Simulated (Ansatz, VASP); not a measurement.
## Si in VASP and in Ansatz

File INCAR:

```
PREC = Accurate
ENCUT = 520
EDIFF = 1E-7
ISMEAR = -1
SIGMA = 0.05
LREAL = F
LASPH = T
NELM = 80
ALGO = Normal
ISIF = 2
LWAVE = F
LCHARG = F
GGA = PE
NBANDS = 11
```

File KPOINTS:

```
Automatic mesh
0
Gamma
  9 9 9
```

The input POSCAR:

```
Si
1.0
    0.0000000000      2.6605045468      2.6605045468
    2.6605045468      0.0000000000      2.6605045468
    2.6605045468      2.6605045468      0.0000000000
Si
2
Direct
    0.5000000000      0.5000000000      0.5000000000
    0.7500000000      0.7500000000      0.7500000000
```

Input for Ansatz:

```yaml
crystal:
  lattice:
    - [0.0, 2.6605045468, 2.6605045468]
    - [2.6605045468, 0.0, 2.6605045468]
    - [2.6605045468, 2.6605045468, 0.0]
  atoms:
    - { symbol: Si, position: [0.5, 0.5, 0.5] }
    - { symbol: Si, position: [0.75, 0.75, 0.75] }
hamiltonian:
  xc: pbe
  pseudopotentials:
    kind: paw
    azcp:
      Si: "pseudopotentials/Si.paw.azcp"
basis:
  ecutwfc: 420
  fft_grid_basis: typed
kpoints:
  mp_grid: { grid: [9, 9, 9], shift: [0, 0, 0] }
magnetization:
  spin_polarized: false
scf:
  occupations: { method: fermi_dirac, width: 0.05 }
output:
  stress: true
```

Alike in both runs: task single point; functional PBE; k mesh 9 × 9 × 9; occupations fermi-dirac, width 0.05 eV; no spin polarisation.

```csv
,VASP,Ansatz
version,VASP 6.6.1,Ansatz 0.2.0
potentials or method,"VASP PAW PBE potentials, release 64 (Si)","plane waves (420 eV) with PAW, scalar-relativistic"
plane-wave cutoff (eV),520,420
valence electrons in the cell,8,8
```

VASP gave:

| Item | Value |
| --- | --- |
| pressure (GPa) | 8.7 |

Estimate Ansatz's values.

pressure (GPa): 8.8.

With one functional, cell and mesh, what is left measures potentials, basis and numerics.
